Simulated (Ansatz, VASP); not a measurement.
## BN: VASP beside Ansatz

```
B N
1.0
     2.53600    0.00000    0.00000
    -1.26800    2.19624    0.00000
     0.00000    0.00000    4.19900
B N
2 2
Direct
  0.66667 0.33333 0.00000
  0.33333 0.66667 0.50000
  0.66667 0.33333 0.37500
  0.33333 0.66667 0.87500
```

Measurements of this composition are mostly on another form, of space group No. 194.

Alike in both runs: task relaxation of cell and atoms; functional PBE; dispersion D3(BJ); k mesh 8 × 8 × 6; occupations gaussian, width 0.05 eV; no spin polarisation.

```csv
,VASP,Ansatz
version,VASP 6.6.1,Ansatz 0.2.0
potentials or method,"VASP PAW PBE potentials, release 64 (B, N)","scalar-relativistic, plane waves, PAW"
plane-wave cutoff (eV),600,420
valence electrons in the cell,16,16
```

```csv
,VASP,Ansatz,Ansatz less VASP
"gap on the k mesh at the Fermi level, each at its own relaxed structure (eV)",5.49,5.52,+0.034
relaxed volume (Å³/atom),5.88,5.88,+0.001
relaxed cell length with the largest relative difference (Å),4.204,4.204,+0.0005
```

A k mesh can miss the band edges. A hybrid or GW would open this gap; PBE tends to underestimate it. Zero-point motion and thermal expansion aren't in these numbers.
